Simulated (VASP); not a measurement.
A run of VASP 6.6.1 is set up as follows.

INCAR

```
SYSTEM = P
PREC = Accurate
ENCUT = 520
EDIFF = 1E-6
ISMEAR = -1
SIGMA = 0.01
LREAL = .False.
LASPH = .True.
NELM = 100
ALGO = Normal
ISIF = 2
LWAVE = .False.
LCHARG = .False.
NBANDS = 12
```

Contents of KPOINTS:

```
regular mesh
0
Gamma
  2 2 2
  0 0 0
```

The input POSCAR:

```
P
1.0
    1.7257251800      0.9963479000      3.1296800100
   -1.7257251800      0.9963479000      3.1296800100
    0.0000000000     -1.9926957900      3.1296800100
P
2
Direct
    0.2270802500      0.2270802500      0.2270802500
    0.7729197500      0.7729197500      0.7729197500
```

Potentials or basis: VASP PAW LDA potentials, release 64 (P).

Run with:

```console
$ cat potpaw_LDA.64/P/POTCAR > POTCAR
$ mpirun -np 1 vasp_std > vasp.out
```

Task: Predict the band gap on the k mesh.

Result: None (metal or under the smearing width).

Task: Predict the pressure.

Result: 5.8 GPa.

Stress tensor (GPa, compression positive):
```
-1.80  0.00  0.00
 0.00 -1.80  0.00
 0.00  0.00 21.14
```

Caveat: the k mesh is coarse (spacing up to 1.10 Å⁻¹), so the values aren't converged.
